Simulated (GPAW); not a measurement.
Runs of GPAW 26.7.0 on TaN. The structure is cubic, space group Fm-3m (No. 225). The conventional cell has a = 4.423 Å, b = 4.423 Å, c = 4.423 Å, α = 90.00°, β = 90.00°, γ = 90.00°. Ta (site symmetry m-3m) is surrounded by 6 N at 2.21 Å. N (site symmetry m-3m) has 6 Ta at 2.21 Å as nearest neighbours. The cell comes from a database or a generator and needn't be the stable form of this composition.

```csv
task,level,potentials or basis,spin,cell,k mesh,band path,band points,optimizer,fmax,max steps,gap on the mesh (eV),pressure (GPa)
band structure,revPBE,"the program's PAW data sets (release 1.2.1) made for this functional, pw",off,as given,10 × 10 × 10,"GXWKGLUWLK,UX",100,-,-,-,-,(a)
relaxation of cell and atoms,RPBE,"the program's PAW data sets (release 1.2.1) made for this functional, pw",off,relaxed to 5 GPa,10 × 10 × 10,-,-,BFGS,0.02 eV/Å,40,none,5.0
band structure,LDA,"the program's PAW data sets (release 1.2.1) made for this functional, pw",off,as given,10 × 10 × 10,"GXWKGLUWLK,UX",60,-,-,-,-,(b)
band structure,PBEsol,"PAW data sets generated in the run's folder for this functional, pw",off,as given,10 × 10 × 10,"GXWKGLUWLK,UX",100,-,-,-,-,-11.1
relaxation of cell and atoms,LDA,"the program's PAW data sets (release 1.2.1) made for this functional, pw",off,relaxed to 20 GPa,10 × 10 × 10,-,-,BFGS,0.02 eV/Å,60,none,19.9
band structure,RPBE,"the program's PAW data sets (release 1.2.1) made for this functional, pw",off,as given,10 × 10 × 10,"GXWKGLUWLK,UX",100,-,-,-,-,4.0
relaxation of cell and atoms,PBEsol,"PAW data sets generated in the run's folder for this functional, pw",off,relaxed,10 × 10 × 10,-,-,FIRE,0.01 eV/Å,40,none,-0.1
band structure,PBEsol,"PAW data sets generated in the run's folder for this functional, pw","SOC, no magnetisation",as given,7 × 7 × 7,"GXWKGLUWLK,UX",60,-,-,-,-,-11.2
relaxation of cell and atoms,revPBE,"the program's PAW data sets (release 1.2.1) made for this functional, pw",off,relaxed to -2 GPa,10 × 10 × 10,-,-,FIRE,0.05 eV/Å,100,none,-1.4
```

Alike in all rows: cutoff (eV) 800; smearing fermi-dirac 0.05 eV.

**Question.** Estimate the missing entries.

**Answer.** (a) 2.5; (b) -19.0.

Caveats: spin-orbit coupling is left out, which moves the levels of the heavy elements (some runs); later steps reuse the first step's grids (some runs); so large a pressure means that the cell lies far from this level's equilibrium, or that cutoff or potentials fall short (some runs); spin-orbit coupling was added after a scalar SCF, so levels and gaps hold it while energy, forces, pressure and moments don't (some runs); this program's spin-orbit splittings come out too wide for heavy elements (some runs).

A k mesh can miss the band edges, and rows without SOC leave out spin-orbit coupling on Ta.

A gap of «none» marks a metal or a gap under the smearing width.

Runs at the PBE level aren't shown here.
